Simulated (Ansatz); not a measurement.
**Equation of state of Ti**

```cif
data_structure
_symmetry_space_group_name_H-M 'Fm-3m'
_symmetry_Int_Tables_number 225
_cell_length_a 4.0600
_cell_length_b 4.0600
_cell_length_c 4.0600
_cell_angle_alpha 90.000
_cell_angle_beta 90.000
_cell_angle_gamma 90.000
_cell_volume 66.92
loop_
_atom_site_label
_atom_site_type_symbol
_atom_site_symmetry_multiplicity
_atom_site_Wyckoff_symbol
_atom_site_fract_x
_atom_site_fract_y
_atom_site_fract_z
_atom_site_occupancy
Ti1 Ti 4 a 0.00000 0.00000 0.00000 1
```

The runs use the primitive cell with vectors (0.000, 2.030, 2.030), (2.030, 0.000, 2.030), (2.030, 2.030, 0.000) Å, to which the k mesh refers.

The cell is COD entry 1534878, as deposited and not checked against the literature; nothing was relaxed.

All numbers are computed: DFT, PBE, all-electron LAPW, scalar-relativistic (Ansatz 0.2.0); DFT, PBE, PAW with Ansatz's default frozen-core files, scalar-relativistic (Ansatz 0.2.0).

For LAPW: a Γ-centred 15×15×15 k mesh, Fermi–Dirac smearing of 0.05 eV, basis error target 0.25 meV/atom, no spin polarisation. PAW takes a cutoff of 420 eV at this cell. The Ansatz runs share mesh, smearing and spin set-up. Plane-wave (PAW) pressures include the program's estimate of the Pulay term.

The cell above is scaled evenly, with fractional coordinates and shape held.

Problem. Estimate the equilibrium volume and bulk modulus that LAPW (all electrons) gives for this fixed shape.

Solution. V0 = 17.39 Å³/atom, B0 = 108 GPa, B0′ = 3.3, from a third-order Birch–Murnaghan fit to these pressures:
```
V/V(cell)  V (Å³/atom)  P, LAPW (GPa)  P, PAW (GPa)  free energy over the lowest listed, PAW (meV/atom)
   0.9400       15.727          12.87         12.87                                                62.2
   0.9405       15.735          12.79         12.79                                                61.5
   0.9600       16.062           9.83          9.83                                                38.5
   0.9700       16.229           8.41          8.41                                                29.0
   0.9800       16.396           7.04          7.04                                                21.0
   0.9900       16.564           5.73          5.73                                                14.3
   1.0000       16.731           4.47          4.48                                                 9.0
   1.0100       16.898           3.27          3.27                                                 4.9
   1.0200       17.065           2.11          2.12                                                 2.1
   1.0300       17.233           1.00          1.01                                                 0.5
   1.0400       17.400          -0.06         -0.05                                                 0.0
   1.0600       17.735          -2.05         -2.04                                                 2.2
```

PAW's V0 lies 0.01 % from the all-electron value and its B0 -0.1 %. Symmetry fixes shape and coordinates here, so this is the relaxed modulus.
